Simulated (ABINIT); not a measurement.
# BN: equation of state with LDA

**Experimental background.**

“Effect of nanostructuration on compressibility of cubic BN”, 2012, arxiv:1208.3664 quotes, for a bulk crystal of BN at 300 K: bulk modulus 395 ± 2 GPa.

BN:

```
CELL_PARAMETERS angstrom
0.00000 1.81300 1.81300
1.81300 0.00000 1.81300
1.81300 1.81300 0.00000
ATOMIC_POSITIONS crystal
N 0.25000 0.25000 0.25000
B 0.00000 0.00000 0.00000
```

The cell is a database's computed one.

```yaml
Program: ABINIT 10.8.3 (patched build)
Task: equation of state
Functional: LDA
Potentials_or_basis: JTH PAW LDA v2.0
Cutoff: 544 eV
k_mesh: 13 × 13 × 13
Occupations: fermi-dirac, width 0.05 eV
Spin: no spin polarisation
```

```
Equilibrium volume                      : 5.73 Å³/atom
Bulk modulus                            : 411 GPa
Pressure derivative of the bulk modulus : 4.0 (rough: it moves with the points fitted)
```

Energy against volume, from the lowest point:
| volume (Å³/atom) | energy (meV/atom) |
| --- | --- |
| 5.602 | 3.86 |
| 5.721 | 0.00 |
| 5.840 | 2.76 |
| 5.959 | 11.12 |
| 6.078 | 24.79 |
| 6.198 | 43.06 |
| 6.317 | 65.69 |

Run time: 50 s on 1 thread of Arm Neoverse N1, with other jobs on the host, peak memory 0.12 GiB.

A measured bulk modulus of BN is 395 GPa (300 K; quoted in “Effect of nanostructuration on compressibility of cubic BN”, 2012, arxiv:1208.3664); the calculated 411 GPa misses it by +4.1 %. The fit is for a static lattice scaled at fixed shape and fixed fractional positions.

Caveat: the cutoff is too short for stress, so the log's stress isn't used; pressures at fixed basis lie under the slope of the energies; the atomic spheres overlap.
